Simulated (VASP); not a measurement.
Set up this calculation in VASP 6.6.1, as the native input.

* Task: single point
* Functional: PBE
* Potentials or basis: VASP PAW PBE potentials, release 64 (Zn, Cu)
* Cutoff: 520 eV
* k mesh: 8 × 8 × 8
* Occupations: gaussian, width 0.1 eV
* Spin: no spin polarisation
* Dipole correction: no
* Further INCAR settings: ALGO = Normal; EDIFF = 1e-07; NBANDS = 18

The structure of ZnCu lies in POSCAR:

```
ZnCu
1.0
    2.9837544443      0.0000000000      0.0000000000
    0.0000000000      2.9837544443      0.0000000000
    0.0000000000      0.0000000000      2.9837544443
Zn Cu
1 1
Direct
    0.5000000000      0.5000000000      0.5000000000
    0.0000000000      0.0000000000      0.0000000000
```

These files were run (other wordings do the same):

INCAR

```
SYSTEM = ZnCu
  PREC = Accurate
  ENCUT = 520
  EDIFF = 1E-7
  ISMEAR = 0
  SIGMA = 0.1
  LREAL = .False.
  LASPH = .True.
  NELM = 100
  ALGO = Normal
  ISIF = 2
  LWAVE = .False.
  LCHARG = .True.
  GGA = PE
  LELF = .True.
  LVHAR = .True.
  NBANDS = 18
```

KPOINTS

```
regular mesh
0
Gamma
  8 8 8
  0 0 0
```

Potentials or basis: VASP PAW PBE potentials, release 64 (Zn, Cu).

Launch:

```bash
$ cat potpaw_PBE.64/Zn/POTCAR potpaw_PBE.64/Cu/POTCAR > POTCAR
$ mpirun -np 1 vasp_std > vasp.out
```

It gave:

```yaml
Pressure: -1.4 GPa
Band_gap_on_the_k_mesh: none (metal or under the smearing width)
```

Run time: 8.6 s on 1 thread of Intel(R) Xeon(R) Platinum 8375C CPU @ 2.90GHz (Ice Lake) (shared host), peak memory 0.14 GiB.
